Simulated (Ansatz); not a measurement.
Runs of Ansatz 0.2.0 on CdS (Hawleyite). It takes space group F-43m (No. 216, cubic). Conventional cell: a = 5.833 Å, b = 5.833 Å, c = 5.833 Å, α = 90.00°, β = 90.00°, γ = 90.00°. Cd (site symmetry -43m) is surrounded by 4 S at 2.53 Å. S (site symmetry -43m) has 4 Cd at 2.53 Å as nearest neighbours. 

| task | level | spin | cell | k mesh | cutoff (eV) | points for each segment of the path | mesh quality | gap on the mesh (eV) | pressure (GPa) | relaxed volume (Å³/atom) |
| --- | --- | --- | --- | --- | --- | --- | --- | --- | --- | --- |
| relaxation of cell and atoms | PBE | off | relaxed | 8 × 8 × 8 | 420 | - | not flagged | 1.04 | 0.0 | 26.02 |
| relaxation of cell and atoms | PBEsol | off | relaxed | 8 × 8 × 8 | 420 | - | not flagged | 1.01 | 0.0 | 24.70 |
| band structure | LDA | off | as given | 8 × 8 × 8 | 420 | 14 | not flagged | 0.86 | -2.5 | - |
| relaxation of cell and atoms | B3LYP | off | relaxed | 4 × 4 × 4 | 420 | - | coarse | 2.24 | 0.0 | 26.64 |
| band structure | r2SCANh | off | as given | 4 × 4 × 4 | 500 | 4 | coarse | (c) | 1.4 | - |
| band structure | HF | off | as given | 4 × 4 × 4 | 420 | 4 | coarse | 8.56 | 7.3 | - |
| band structure | r2SCAN0 | off | as given | 4 × 4 × 4 | 500 | 4 | coarse | (a) | 1.0 | - |
| relaxation of cell and atoms | LDA | off | relaxed | 8 × 8 × 8 | 420 | - | not flagged | (b) | 0.0 | 23.84 |
| band structure | r2SCAN50 | off | as given | 4 × 4 × 4 | 500 | 4 | coarse | 4.70 | 0.5 | - |
| band structure | PBEsol | off | as given | 8 × 8 × 8 | 420 | 14 | not flagged | (d) | -0.3 | - |
| band structure | PBE | SOC, no magnetisation | as given | 6 × 6 × 6 | 420 | 14 | not flagged | 1.13 | 2.8 | - |
| relaxation of cell and atoms | PBE0 | off | relaxed | 4 × 4 × 4 | 420 | - | coarse | 2.78 | 0.0 | 25.49 |

Alike in all rows: potentials or basis Ansatz PAW; smearing fermi-dirac 0.05 eV.

Q: Fill in the values left out.

A: (a) 3.11; (b) 0.95; (c) 2.19; (d) 1.00.

Caveats: some runs use coarse meshes; the PAW data sets come from PBE, with cores solved anew for the run's functional, which leaves a small shift of forces and pressure (some runs); the plane-wave basis is chosen anew once the cell has moved, so the energies of steps on either side of that aren't comparable (some runs); the thresholds are loose for stress (some runs).

A k mesh can miss the band edges, and rows without SOC leave out spin-orbit coupling on Cd.
